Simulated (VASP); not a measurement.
Input of a VASP 6.6.1 run:

Contents of INCAR:

```
PREC = Accurate
ENCUT = 520
EDIFF = 1E-7
ISMEAR = 0
SIGMA = 0.1
LREAL = False
LASPH = True
NELM = 60
ALGO = Fast
ISIF = 2
LWAVE = False
LCHARG = False
GGA = PE
IVDW = 12
NBANDS = 20
```

KPOINTS

```
Automatic mesh
0
Gamma
  6 6 6
```

The input POSCAR:

```
CdF2
1.0
    0.0000000000      2.7005188500      2.7005188500
    2.7005188500      0.0000000000      2.7005188500
    2.7005188500      2.7005188500      0.0000000000
Cd F
1 2
Direct
    0.0000000000      0.0000000000      0.0000000000
    0.2500000000      0.2500000000      0.2500000000
    0.7500000000      0.7500000000      0.7500000000
```

Potentials or basis: VASP PAW PBE potentials, release 64 (Cd, F).

Command:

```bash
$ cat potpaw_PBE.64/Cd/POTCAR potpaw_PBE.64/F/POTCAR > POTCAR
$ mpirun -np 1 vasp_std > vasp.out
```

Estimate the pressure.

3.3 GPa.

Predict the dispersion energy per atom.

-0.166 eV.

Estimate the band gap on the k mesh.

3.06 eV, indirect (least direct gap 3.55 eV).

A k mesh can miss the band edges. PBE gaps usually lie below the measured ones, often by a third to a half.
